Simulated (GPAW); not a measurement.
# SnTe (Fm-3m) in GPAW: notebook, part 2 of 2

GPAW 26.7.0. Earlier steps stand in the parts before.

### 4 Hybrid scf, TPSSh

Input file run.py:

```python
import numpy as np
from ase import Atoms
from ase.dft.bandgap import bandgap
from ase.io import write
from gpaw import GPAW, PW
from gpaw.xc import parametrizedxc

class ScaledMGGA(parametrizedxc.ParametrizedKernel):
    """Weighted sum of Libxc meta-GGA parts, named like '0.75_MGGA_X_..+1.0_MGGA_C_..'."""
    def __init__(self, name):
        super().__init__(name)
        self.type = 'MGGA'

    def calculate(self, e_g, n_sg, dedn_sg, sigma_xg, dedsigma_xg, tau_sg, dedtau_sg):
        e_g[:] = dedsigma_xg[:] = dedtau_sg[:] = 0.0
        for kernel, c in zip(self.kernels, self.coefs):
            e, v, s, t = [np.zeros_like(x) for x in [e_g, dedn_sg, dedsigma_xg, dedtau_sg]]
            kernel.calculate(e, n_sg, v, sigma_xg, s, tau_sg, t)
            e_g += c * e
            dedn_sg += c * v
            dedsigma_xg += c * s
            dedtau_sg += c * t

parametrizedxc.ParametrizedKernel = ScaledMGGA

atoms = Atoms(['Te', 'Sn'],
              cell=[[0.0, 3.15085, 3.15085],
                    [3.15085, 0.0, 3.15085],
                    [3.15085, 3.15085, 0.0]],
              scaled_positions=[[0.5, 0.5, 0.5],
                                [0.0, 0.0, 0.0]],
              pbc=True)

calc = GPAW(mode=PW(300),
            xc={'name': '0.900_MGGA_X_TPSS+1.0_MGGA_C_TPSS', 'fraction': 0.1, 'omega': 0.0, 'backend': 'pw'},
            kpts={'size': (2, 2, 2), 'gamma': True},
            occupations={'name': 'fermi-dirac', 'width': 0.05},
            nbands=19,
            convergence={'density': 0.0001},
            maxiter=80,
            txt='gpaw.txt')
atoms.calc = calc
energy = atoms.get_potential_energy()
calc.write('gs.gpw')
write('result.traj', atoms)
print(f'Energy: {energy:.6f} eV')
print('Fermi level:', round(calc.get_fermi_level(), 4), 'eV')
print(f'Gap: {bandgap(calc)[0]:.4f} eV, direct: {bandgap(calc, direct=True)[0]:.4f} eV')
```

Potentials or basis: GPAW PAW data sets (gpaw-data 1.2.1), pw.

Started as:

```sh
$ OMP_NUM_THREADS=1 python run.py
```

gpaw.txt:

```text
__  _  _
 | _ |_)|_||  |
 |__||  | ||/\| - 26.7.0

Input parameters:
  mode=PW(ecut=300.0),
  convergence={'density': 0.0001},
  kpts=MonkhorstPack(size=(2, 2, 2), gamma=True),
  maxiter=80,
  nbands=19,
  occupations=Occupations(name='fermi-dirac', width=0.05),
  xc=XC(name='0.900_MGGA_X_TPSS+1.0_MGGA_C_TPSS', fraction=0.1, omega=0.0, backend='pw')

Diagonalizing LCAO Hamiltonian
Converting LCAO to pw mode

                 Te

       Sn

Atoms  # Å, Bohr magnetons
|   | symbol |        x |        y |        z |    initial magnetic moments |
|---|--------|----------|----------|----------|-----------------------------|
| 0 |     Te | 3.150850 | 3.150850 | 3.150850 | ( 0.0000,  0.0000,  0.0000) |
[... 185 lines left out ...]
|iter:   2| |  -17.784424 | -1.35 | -1.02 |
|iter:   3| |  -17.718295 | -2.69 | -1.21 |
|iter:   4| |  -17.632994 | -2.76 | -1.32 |
|iter:   5| |  -17.624154 | -2.72 | -1.51 |
|iter:   6| |  -17.620810 | -3.70 | -1.80 |
|iter:   7| |  -17.620910c| -3.92 | -2.21 |
|iter:   8| |  -17.621063c| -5.48 | -2.89 |
|iter:   9| |  -17.621181c| -5.86 | -3.11 |
|iter:  10| |  -17.621221c| -7.10 | -3.44 |
|iter:  11| |  -17.621202c| -6.82 | -3.42 |
|iter:  12| |  -17.621143c| -6.65 | -3.65 |
|iter:  13| |  -17.621114c| -8.08c| -4.25c|

Converged in 13 steps
Energy contributions relative to reference atoms: (reference = -352801.376741)

Energy contributions:
  Kinetic:          36.199723
  Coulomb:         -32.216264
  Zero:              0.394435
  External:          0.000000
  Xc:              892.467266
  Entropy:          -0.017895
  Spinorbit:         0.000000
  Hybrid_Xc_Cc:      -873.251908
  Hybrid_Xc_Vc:       -20.169462
  Hybrid_Xc_Vv:       -21.035955
  ----------------------------
  Free energy:     -17.630061
  Extrapolated:    -17.621114

dipole moment: (-21.389293, -21.389293, -21.389293)  # |e|*Ang

Fermi level: 6.588
Eigenvalues  # (at kpt = [0.000, 0.000, 0.000])
| band index |      eig [eV] | occ [0-2] |
|------------|---------------|-----------|
|          0 |       -16.864 |     2.000 |
|        ... |               |           |
|          2 |       -16.864 |     2.000 |
|          3 |       -16.861 |     2.000 |
|          4 |       -16.861 |     2.000 |
|          5 |        -6.978 |     2.000 |
|          6 |         1.553 |     2.000 |
|          7 |         4.174 |     2.000 |
[... 9 lines left out ...]
|         17 |        13.946 |     0.000 |
|         18 |        13.946 |     0.000 |

Gap: 0.311 eV
Transition (v -> c):
  (s=0, k=2, n=9, [0.50, 0.50, 0.50]) -> (s=0, k=2, n=10, [0.50, 0.50, 0.50])
No difference between direct/indirect transitions
# Writing to gs.gpw (mode='')
```

Run time: 89 s. Hardware: 1 thread of Intel Xeon Platinum 8488C (Sapphire Rapids), shared host; peak memory 0.28 GiB.

These settings aren't checked as converged: the numbers below hold their error.

What came out:

```yaml
Free_energy: -17.6301 eV
Band_gap_on_the_k_mesh: 0.31 eV, direct
```

Caveat: the k mesh is coarse (spacing up to 0.86 Å⁻¹), so the values aren't converged, least of all with exact exchange; exact exchange converges slowly with the k mesh, and this mesh is small; the scaled meta-GGA exchange is a class typed in the script; the PAW data sets were made with another functional, which shifts forces and pressure a little; spin-orbit coupling is left out, which moves the levels of the heavy elements.

### 5 Equation of state, OLYP+D3(BJ)

Input file run.py:

```python
from ase.calculators.mixing import SumCalculator
from ase.eos import EquationOfState
from ase.io import Trajectory
from ase.spacegroup import crystal
from ase.units import GPa
from dftd3.ase import DFTD3
from gpaw import GPAW, PW, setup_paths

setup_paths.insert(0, '.')

# Te 4b
# Sn 4a
atoms = crystal(['Te', 'Sn'],
                basis=[[0.5, 0.0, 0.0],
                       [0.0, 0.0, 0.0]],
                spacegroup=225, setting=1,  # Fm-3m
                cellpar=[6.3017, 6.3017, 6.3017, 90.0, 90.0, 90.0],
                primitive_cell=True)

traj = Trajectory('eos.traj', 'w')
volumes, energies = [], []
for x in [0.94, 0.96, 0.98, 1.0, 1.02, 1.04, 1.06]:
    a = atoms.copy()
    a.set_cell(atoms.cell * x**(1 / 3), scale_atoms=True)
    calc = GPAW(mode=PW(600),
                xc='GGA_X_OPTX+GGA_C_LYP',
                kpts={'size': (6, 6, 6), 'gamma': True},
                occupations={'name': 'fermi-dirac', 'width': 0.05},
                nbands=19,
                convergence={'density': 1e-05, 'energy': 1e-05},
                eigensolver='davidson',
                maxiter=150,
                txt=f'eos-{x:.2f}.txt')
    a.calc = SumCalculator([calc, DFTD3(method='olyp', damping='d3bj')])
    energies.append(a.get_potential_energy())
    volumes.append(a.get_volume())
    p = -a.get_stress()[:3].mean() / GPa
    calc.write(f'eos-{x:.2f}.gpw')
    traj.write(a)
    print(f'{x:.2f} {volumes[-1]:10.4f} A^3 {energies[-1]:14.6f} eV {p:9.3f} GPa', flush=True)

v0, e0, B = EquationOfState(volumes, energies, eos='birchmurnaghan').fit()
print(f'V0 = {v0:.4f} A^3, E0 = {e0:.6f} eV, B0 = {B / GPa:.2f} GPa')
```

Potentials or basis: PAW data sets generated in the run's folder for this functional, pw.

Started as:

```sh
$ gpaw-setup -f GGA_X_OPTX+GGA_C_LYP Sn Te
$ OMP_NUM_THREADS=1 python run.py
```

Run time: 87 s. Hardware: 1 thread of Arm Neoverse V1, shared host; peak memory 0.22 GiB.

The run converged. Its results:

| Item | Value |
| --- | --- |
| Equilibrium volume | 28.86 Å³/atom (rough: see the caveat) |
| Bulk modulus | 55 GPa (rough) |

Energy against volume, from the lowest point:
```tsv
volume (Å³/atom)	energy (meV/atom)
29.404	0.00
30.030	5.75
30.656	14.93
31.281	26.95
31.907	41.53
32.532	58.23
33.158	76.48
```

Caveat: the minimum lies outside the volumes run.

### 6 Equation of state, LDA

Input file run.py:

```python
from ase import Atoms
from ase.eos import EquationOfState
from ase.io import Trajectory
from ase.units import GPa
from gpaw import GPAW, PW

atoms = Atoms(['Te', 'Sn'],
              cell=[[0.0, 3.15085, 3.15085],
                    [3.15085, 0.0, 3.15085],
                    [3.15085, 3.15085, 0.0]],
              scaled_positions=[[0.5, 0.5, 0.5],
                                [0.0, 0.0, 0.0]],
              pbc=True)

traj = Trajectory('eos.traj', 'w')
volumes, energies = [], []
for x in [0.94, 0.96, 0.98, 1.0, 1.02, 1.04, 1.06]:
    a = atoms.copy()
    a.set_cell(atoms.cell * x**(1 / 3), scale_atoms=True)
    calc = GPAW(mode=PW(800),
                xc='LDA',
                kpts={'size': (6, 6, 6), 'gamma': True},
                occupations={'name': 'fermi-dirac', 'width': 0.05},
                setups='hgh',
                nbands=-9,
                convergence={'density': 1e-05, 'energy': 1e-05},
                maxiter=150,
                txt=f'eos-{x:.2f}.txt')
    a.calc = calc
    energies.append(a.get_potential_energy(force_consistent=True))
    volumes.append(a.get_volume())
    p = -a.get_stress()[:3].mean() / GPa
    calc.write(f'eos-{x:.2f}.gpw')
    traj.write(a)
    print(f'{x:.2f} {volumes[-1]:10.4f} A^3 {energies[-1]:14.6f} eV {p:9.3f} GPa', flush=True)

v0, e0, B = EquationOfState(volumes, energies, eos='birchmurnaghan').fit()
print(f'V0 = {v0:.4f} A^3, E0 = {e0:.6f} eV, B0 = {B / GPa:.2f} GPa')
```

Potentials or basis: HGH pseudopotentials, pw.

Started as:

```sh
$ OMP_NUM_THREADS=1 python run.py
```

It took 92 s on 1 thread of Arm Neoverse V1, shared host; peak memory 0.25 GiB.

Results (log left out):

```yaml
Equilibrium_volume: 30.24 Å³/atom
Bulk_modulus: 50 GPa
Pressure_derivative_of_the_bulk_modulus: 4.8
```

Energy against volume, from the lowest point:
```
volume (Å³/atom)  energy (meV/atom)
          29.404               3.56
          30.030               0.00
          30.656               0.66
          31.281               5.07
          31.907              12.79
          32.532              23.45
          33.158              36.74
```

Caveat: HGH potentials are hard and often keep d shells in the core, so these values are rough.

### 7 Against experiment

Step 2. A measured gap of SnTe is 0.18 eV (direct; 300 K; a printed reference work, textbook); the calculated 0.11 eV misses it by -0.07 eV. Spin-orbit coupling on Sn, Te is left out. The value is that of PBE on a finite k mesh, which can miss the band edges, without temperature or zero-point motion. Semilocal functionals fall short of measured gaps as a rule.
